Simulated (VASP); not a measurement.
# Os (P6_3/mmc) in VASP: settings compared

The runs below take Os through relaxation of cell and atoms, with RPBE, revPBE.

Program: VASP 6.6.1. These are calculated values, not measurements. Logs are shortened: lines on timing, memory, paths and dates and some standing lists are left out, and cuts for length are marked.

## (1) Starting point

The structure is hexagonal, space group P6_3/mmc (No. 194). The conventional cell has a = 2.734 Å, b = 2.734 Å, c = 4.320 Å, α = 90.00°, β = 90.00°, γ = 120.00°. Os (site symmetry -6m2) is surrounded by 12 Os at 2.68 to 2.73 Å.

## (2) Relaxation of cell and atoms, RPBE

Input file INCAR:

```
SYSTEM = Os
PREC = Accurate
ENCUT = 600
EDIFF = 1E-6
ISMEAR = -1
SIGMA = 0.05
LREAL = .False.
LASPH = .True.
NELM = 100
ALGO = Fast
ISIF = 3
LWAVE = .False.
LCHARG = .False.
GGA = RP
IBRION = 2
NSW = 40
EDIFFG = -0.01
```

Input file KPOINTS:

```
Automatic mesh
0
Gamma
  11 11 6
  0 0 0
```

Input file POSCAR:

```
Os
1.0
    2.7341000000      0.0000000000      0.0000000000
   -1.3670500000      2.3678000565      0.0000000000
    0.0000000000      0.0000000000      4.3197000000
Os
2
Direct
    0.6666666667      0.3333333333      0.7500000000
    0.3333333333      0.6666666667      0.2500000000
```

Potentials or basis: VASP PAW PBE potentials, release 64 (Os).

Command:

```console
$ cat potpaw_PBE.64/Os/POTCAR > POTCAR
$ mpirun -np 1 vasp_std > vasp.out
```

OUTCAR:

```text
SYSTEM = Os
   PREC = Accurate
   ENCUT = 600
   EDIFF = 1E-6
   ISMEAR = -1
   LREAL = .False.
   LASPH = .True.
   NELM = 100
   ISIF = 3
   GGA = RP
   IBRION = 2
   NSW = 40
   EDIFFG = -0.01

 ion  position               nearest neighbor table
   1  0.667  0.333  0.750-   2 2.68   2 2.68   2 2.68   2 2.68   2 2.68   2 2.68
   2  0.333  0.667  0.250-   1 2.68   1 2.68   1 2.68   1 2.68   1 2.68   1 2.68

  LATTYP: Found a hexagonal cell.
 ALAT       =     2.7341000000
 C/A-ratio  =     1.5799348963

  Lattice vectors:

 A1 = (   2.7341000000,   0.0000000000,   0.0000000000)
 A2 = (  -1.3670500000,   2.3678000565,   0.0000000000)
 A3 = (   0.0000000000,   0.0000000000,   4.3197000000)

Analysis of symmetry for initial positions (statically):
=====================================================================
 Subroutine PRICEL returns:
 Original cell was already a primitive cell.

 Routine SETGRP: Setting up the symmetry group for a
 hexagonal supercell.

 Subroutine GETGRP returns: Found 24 space group operations
 (whereof 12 operations were pure point group operations)
 out of a pool of 24 trial point group operations.

The static configuration has the point symmetry D_3d.
 The point group associated with its full space group is D_6h.

Analysis of symmetry for dynamics (positions and initial velocities):
=====================================================================
 Subroutine PRICEL returns:
 Original cell was already a primitive cell.

 Routine SETGRP: Setting up the symmetry group for a
 hexagonal supercell.

 Subroutine GETGRP returns: Found 24 space group operations
 (whereof 12 operations were pure point group operations)
 out of a pool of 24 trial point group operations.

The dynamic configuration has the point symmetry D_3d.
 The point group associated with its full space group is D_6h.

 Subroutine INISYM returns: Found 24 space group operations
 (whereof 12 operations are pure point group operations),
 and found     1 'primitive' translations

----------------------------------------------------------------------------------------

                                     Primitive cell

  volume of cell :      27.9649

  direct lattice vectors                    reciprocal lattice vectors
     2.734100000  0.000000000  0.000000000     0.365751070  0.211166479  0.000000000
    -1.367050000  2.367800057  0.000000000     0.000000000  0.422332957  0.000000000
     0.000000000  0.000000000  4.319700000     0.000000000  0.000000000  0.231497558

  length of vectors
     2.734100000  2.734100000  4.319700000     0.422332957  0.422332957  0.231497558

  position of ions in fractional coordinates (direct lattice)
[... 131 lines left out ...]
   LHFCALC =     F    Hartree Fock is set to
   AEXX    =    0.0000 exact exchange contribution
   IVDW    =     0    specifies the selected vdW correction
   LEPSILON=     F    determine dielectric tensor
   LRPA    =     F    only Hartree local field effects (RPA)
 conjugate gradient relaxation of ions
 non-spin polarized calculation
 RMM-DIIS sequential band-by-band and
  energy-cutoff  :      600.00
  volume of cell :       27.96
 maximum number of plane-waves:       965
 NGX is ok and might be reduce to    24
   NGX = 11   NGY = 11   NGZ = 17

--------------------------------------- Ionic step        1  -------------------------------------------

 number of electron      16.0000001 magnetization

 Free energy of the ion-electron system (eV)
  ---------------------------------------------------
  ext. energy  EPLUGINS =         0.00000000
  ---------------------------------------------------
  free energy    TOTEN  =       -21.16283849 eV

  energy without entropy =      -21.14964143  energy(sigma->0) =      -21.15623996

------------------------ aborting loop because EDIFF is reached ----------------------------------------

  FORCE on cell =-STRESS in cart. coord.  units (eV):
  Direction    XX          YY          ZZ          XY          YZ          ZX
  --------------------------------------------------------------------------------------
  -------------------------------------------------------------------------------------
  Total        2.2041069      2.2041069      2.2827098      0.0000000      0.0000000      0.0000000
  in kB      126.2787364    126.2787364    130.7820892      0.0000000      0.0000000      0.0000000
  external PRESSURE =     127.7798540 kB  Pullay stress =       0.0000000 kB
[... 239 lines left out ...]
--------------------------------------- Ionic step        8  -------------------------------------------

 number of electron      16.0000000 magnetization

 Free energy of the ion-electron system (eV)
  ---------------------------------------------------
  ext. energy  EPLUGINS =         0.00000000
  ---------------------------------------------------
  free energy    TOTEN  =       -21.19655868 eV

  energy without entropy =      -21.18268002  energy(sigma->0) =      -21.18961935

 E-fermi :   9.0442     XC(G=0): -13.8535

 val. band max:        9.0177685557   @ k =   0.0909   0.0000   0.3333
 cond. band min:       9.1007069612   @ k =   0.3636   0.0909   0.3333
 fundamental gap:      0.0829384055
 Fermi energy:         9.0442300982

 k-point     1 :       0.0000    0.0000    0.0000
  band No.  band energies     occupation
      1      -1.5672      2.00000
      2       1.5916      2.00000
      3       6.1756      2.00000
      4       6.1756      2.00000
      5       6.4219      2.00000
      6       6.9772      2.00000
      7       6.9772      2.00000
      8       7.5854      2.00000
      9       7.5854      2.00000
     10       9.1172      0.37719
     11      10.6966      0.00000
     12      10.6966      0.00000
[... 571 lines left out ...]
 k-point    40 :       0.1818    0.0909    0.3333
  band No.  band energies     occupation
      1       1.3248      2.00000
      2       3.1900      2.00000
      3       3.9866      2.00000
      4       4.9057      2.00000
      5       5.5108      2.00000
      6       6.4702      2.00000
      7       6.8517      2.00000
      8       7.7731      2.00000
      9       9.1810      0.12184
     10       9.5111      0.00018
     11      10.6535      0.00000
     12      12.4638      0.00000

 [... further k-points ...]

------------------------ aborting loop because EDIFF is reached ----------------------------------------

  FORCE on cell =-STRESS in cart. coord.  units (eV):
  Direction    XX          YY          ZZ          XY          YZ          ZX
  --------------------------------------------------------------------------------------
  -------------------------------------------------------------------------------------
  Total        0.0006984      0.0006984      0.0010355      0.0000000      0.0000000      0.0000000
  in kB        0.0388105      0.0388105      0.0575420      0.0000000      0.0000000      0.0000000
  external PRESSURE =       0.0450543 kB  Pullay stress =       0.0000000 kB
[... 17 lines left out ...]
  FREE ENERGIE OF THE ION-ELECTRON SYSTEM (eV)
  ---------------------------------------------------
  free  energy   TOTEN  =       -21.1965586795 eV

  energy  without entropy=      -21.1826800178  energy(sigma->0) =      -21.18961935

 reached required accuracy - stopping structural energy minimisation
```

Wall time 1.7 min (1 thread of Intel Xeon Platinum 8559C (Emerald Rapids), shared host); peak memory 0.18 GiB.

What came out:

| Property | Result |
| --- | --- |
| Free energy | -21.1966 eV |
| Relaxed volume | 14.42 Å³/atom |
| Relaxed cell | a = 2.763 Å, b = 2.763 Å, c = 4.362 Å, α = 90.00°, β = 90.00°, γ = 120.00° |
| Space group after relaxing (to 0.05 Å) | P6_3/mmc (No. 194) |
| Energy gained by relaxing | 16.9 meV/atom |
| Ionic steps | 8 |
| Pressure after relaxing | 0.0 GPa |
| Band gap on the k mesh | none (metal or under the smearing width) |

The path:
| step | energy change (eV) | largest force (eV/Å) | pressure (GPa) | volume (Å³) |
| --- | --- | --- | --- | --- |
| 1 | 0.0000 | 0.0000 | 12.78 | 27.96 |
| 2 | 0.4650 | 0.0000 | -36.02 | 32.73 |
| 3 | -0.0336 | 0.0000 | -0.44 | 28.88 |
| 4 | -0.0337 | 0.0000 | -0.23 | 28.85 |
| 5 | -0.0337 | 0.0000 | 0.23 | 28.81 |
| 6 | -0.0337 | 0.0000 | 0.03 | 28.83 |
| 7 | -0.0337 | 0.0000 | -0.01 | 28.84 |
| 8 | -0.0337 | 0.0000 | 0.00 | 28.83 |

Final structure:
```
Os
1.0
     2.76284    0.00000    0.00000
    -1.38142    2.39269    0.00000
     0.00000    0.00000    4.36169
Os
2
Direct
  0.66667 0.33333 0.75000
  0.33333 0.66667 0.25000
```

Caveat: the PAW data sets were made with another functional, which shifts forces and pressure a little. Spin-orbit coupling is left out, which matters for the levels of Os.

## (3) Relaxation of cell and atoms, revPBE

Input file INCAR:

```
SYSTEM = Os
  PREC = Accurate
  ENCUT = 600
  EDIFF = 1E-6
  ISMEAR = -1
  SIGMA = 0.05
  LREAL = .FALSE.
  LASPH = .TRUE.
  NELM = 60
  ALGO = Normal
  ISIF = 3
  LWAVE = .FALSE.
  LCHARG = .FALSE.
  GGA = RE
  IBRION = 2
  NSW = 40
  EDIFFG = -0.005
```

Input file KPOINTS:

```
regular mesh
0
G
  11 11 6
  0 0 0
```

POSCAR is that of step 2.

Potentials or basis: VASP PAW PBE potentials, release 64 (Os).

Command:

```console
$ cat potpaw_PBE.64/Os/POTCAR > POTCAR
$ mpirun -np 1 vasp_std > vasp.out
```

Wall time 82 s (1 thread of Intel Xeon Platinum 8559C (Emerald Rapids), shared host); peak memory 0.19 GiB.

It converged, with:

```
Free energy                            : -21.4563 eV
Relaxed volume                         : 14.38 Å³/atom
Relaxed cell                           : a = 2.760 Å, b = 2.760 Å, c = 4.358 Å, α = 90.00°, β = 90.00°, γ = 120.00°
Space group after relaxing (to 0.05 Å) : P6_3/mmc (No. 194)
Energy gained by relaxing              : 14.0 meV/atom
Ionic steps                            : 9
Pressure after relaxing                : 0.0 GPa
Band gap on the k mesh                 : none (metal or under the smearing width)
```

The path:
```csv
step,energy change (eV),largest force (eV/Å),pressure (GPa),volume (Å³)
1,0.0000,0.0000,11.77,27.96
2,0.4074,0.0000,-34.58,32.33
3,-0.0280,0.0000,-0.60,28.80
4,-0.0280,0.0000,-0.03,28.76
5,-0.0280,0.0000,0.19,28.74
6,-0.0280,0.0000,0.17,28.74
7,-0.0281,0.0000,0.19,28.74
8,-0.0280,0.0000,-0.54,28.79
9,-0.0281,0.0000,0.02,28.75
```

Final structure:
```
CELL_PARAMETERS angstrom
2.76021 0.00000 0.00000
-1.38011 2.39041 0.00000
0.00000 0.00000 4.35775
ATOMIC_POSITIONS crystal
Os 0.66667 0.33333 0.75000
Os 0.33333 0.66667 0.25000
```

Levels at points of the mesh, in eV from the Fermi level:
| k point | band 4 | band 5 | band 6 | band 7 | band 8 | band 9 | band 10 | band 11 | band 12 |
| --- | --- | --- | --- | --- | --- | --- | --- | --- | --- |
| (0.00, 0.00, 0.00) | -2.88 | -2.64 | -2.08 | -2.08 | -1.46 | -1.46 | 0.07 | 1.66 | 1.66 |
| (0.00, 0.00, 0.50) | -3.40 | -3.07 | -3.07 | -3.07 | -3.07 | 0.89 | 0.89 | 0.89 | 0.89 |

Caveat: the PAW data sets were made with another functional, which shifts forces and pressure a little.

## (4) For comparison

An earlier run on the cell as given: functional PBE; potentials or basis VASP PAW PBE potentials, release 64 (Os); cutoff 520 eV; k mesh 11 × 11 × 6; occupations fermi-dirac, width 0.05 eV; no spin polarisation.

* Pressure: 8.9 GPa
* Band gap on the k mesh: none (metal or under the smearing width)

## (5) The runs side by side

```tsv
task	level	cell	cutoff (eV)	gap on the mesh (eV)	pressure (GPa)	relaxed volume (Å³/atom)
relaxation of cell and atoms	RPBE	relaxed	600	none	0.0	14.42
relaxation of cell and atoms	revPBE	relaxed	600	none	0.0	14.38
single point	PBE	as given	520	none	8.9	-
```

Alike in all rows: potentials or basis VASP PAW PBE potentials, release 64 (Os); no spin polarisation; k mesh 11 × 11 × 6; smearing fermi-dirac 0.05 eV.

Caveats: the PAW data sets were made with another functional, which shifts forces and pressure a little (some runs).

Total energies depend on the potentials used, so only differences within one code and one set of settings carry meaning.
